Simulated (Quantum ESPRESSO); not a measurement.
# Ge: phonon spectrum and thermodynamics under several settings

```
Ge
1.0
     0.00000    2.82891    2.82891
     2.82891    0.00000    2.82891
     2.82891    2.82891    0.00000
Ge
2
Direct
  0.75000 0.75000 0.75000
  0.50000 0.50000 0.50000
```

All runs used Quantum ESPRESSO 7.5; k mesh 6 × 6 × 6; relaxed cell; no spin polarisation; cutoff 612 eV; occupations cold, width 0.2 eV; q mesh 2 × 2 × 2.

```tsv
level	potentials	volume (Å³/atom)	highest frequency (cm⁻¹)	zero-point energy (meV/atom)	entropy at room temperature (k_B/atom)
LDA	GBRV 1.5 LDA	22.17	281	34.9	3.93
PBE	GBRV 1.5 PBE	23.88	271	33.2	4.03
PBEsol	GBRV 1.5 PBEsol	?	?	?	?
```

Question: What stands in the row left open?

Answer: Volume 22.81 Å³/atom; highest frequency 274 cm⁻¹; zero-point energy 33.9 meV/atom; entropy at room temperature 4.05 k_B/atom.

Caveats: the mesh is thin for the phonons of a metal.

For the row left open. Caveat: the k mesh is coarse; the mesh is thin for the phonons of a metal; the q mesh is small, so phonon branches between its points and thermal values are rough.
